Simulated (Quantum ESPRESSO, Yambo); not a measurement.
Planning a run of Yambo 5.3.0 on BAs (F-43m). The input:

```
optics
chi
dipoles
Chimod= "HARTREE"
% QpntsRXd
 1 | 4 |
%
% BndsRnXd
 1 | 38 |
%
NGsBlkXd= 3 Ry
% EnRngeXd
 0 | 30 | eV
%
% DmRngeXd
 0.2 | 0.2 | eV
%
ETStpsXd= 301
% LongDrXd
 1 | 0 | 0 |
%
```

```sh
OMP_NUM_THREADS=1 mpirun -n 8 yambo -F optics1.in -J optics1 -C optics1 > optics1.log
```

The stored states that it reads are on a 6×6×6 mesh. It takes space group F-43m (No. 216, cubic). The conventional cell has a = 4.777 Å, b = 4.777 Å, c = 4.777 Å, α = 90.00°, β = 90.00°, γ = 90.00°. Nearest to B lie 4 As at 2.07 Å. As has 4 B at 2.07 Å nearest. Farther neighbours are not listed.

Estimate wall time and host memory on 8 MPI ranks of AMD EPYC 7R43, shared host.

It took 16 s; on shared hardware allow 8.2 s to 33 s. Peak host memory was 2.4 GiB.

[Paths, hosts, dates, memory and timing lines, banners, echoed tables and standing remarks are left out of the program output.]

[Logs are printed without paths, hosts, clocks, repeated set-up lines and the standing remarks that a program may print on its own settings, such as how far it seeks lower states.]

[Runs of the session that timed out or met a known fault of the program may be left out.]

[Hosts, paths, dates, database ids (printed as entryN), source tags and the programs' standing remarks are cut or masked in the printed files.]
